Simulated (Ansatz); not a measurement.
Runs of Ansatz 0.2.0 on InSe. The structure is trigonal, space group R3m (No. 160). The conventional cell has a = 4.000 Å, b = 4.000 Å, c = 25.320 Å, α = 90.00°, β = 90.00°, γ = 120.00°. In (site symmetry 3m) has 3 Se at 2.63 Å and 1 In at 2.82 Å as nearest neighbours. Around In (site symmetry 3m) lie 3 Se at 2.64 Å and 1 In at 2.82 Å. Around Se (site symmetry 3m) lie 3 In at 2.63 Å. Se (site symmetry 3m) has 3 In at 2.64 Å as nearest neighbours. 

```csv
task,level,cell,k mesh,cutoff (eV),smearing,points for each segment of the path,atoms under strain,mesh quality,gap on the mesh (eV),pressure (GPa),relaxed volume (Å³/atom),largest force (eV/Å)
band structure,HF,as given,4 × 4 × 4,420,fermi-dirac 0.05 eV,4,-,coarse,6.76,3.8,-,0.40
band structure,HSEsol,as given,4 × 4 × 4,420,fermi-dirac 0.05 eV,4,-,coarse,1.07,(b),-,0.18
relaxation of cell and atoms,BLYP+D3(BJ),relaxed,8 × 8 × 8,420,fermi-dirac 0.05 eV,-,-,not flagged,-,0.0,29.17,0.01
band structure,PBEsol0,as given,4 × 4 × 4,420,fermi-dirac 0.05 eV,4,-,coarse,1.67,-0.8,-,0.20
elastic constants,PBEsol,as given,6 × 6 × 6,420,fixed,-,clamped,not flagged,0.34,0.2,-,0.30
relaxation of cell and atoms,BLYP+D4,relaxed,8 × 8 × 8,420,fermi-dirac 0.05 eV,-,-,not flagged,-,0.0,29.70,-
band structure,HSE03,as given,4 × 4 × 4,420,fermi-dirac 0.05 eV,4,-,coarse,(a),1.4,-,0.19
band structure,r2SCAN0,as given,4 × 4 × 4,500,fermi-dirac 0.05 eV,4,-,coarse,2.04,0.2,-,0.20
band structure,PBE0,as given,4 × 4 × 4,420,fermi-dirac 0.05 eV,4,-,coarse,1.78,1.0,-,0.17
band structure,r2SCAN50,as given,4 × 4 × 4,500,fermi-dirac 0.05 eV,4,-,coarse,3.33,-0.9,-,0.41
```

Alike in all rows: potentials or basis Ansatz PAW; no spin polarisation.

Task: Estimate the missing entries.

Result: (a) 1.03; (b) -0.6.

Caveats: some runs use coarse meshes; the PAW data sets come from PBE, with cores solved anew for the run's functional, which leaves a small shift of forces and pressure; spin-orbit coupling is left out, which moves the levels of the heavy elements (some runs); the thresholds are loose for stress (some runs); the plane-wave basis is chosen anew once the cell has moved, so the energies of steps on either side of that aren't comparable (some runs).

A k mesh can miss the band edges, and the runs leave out spin-orbit coupling on In, Se.

Runs at the PBE level aren't shown here.
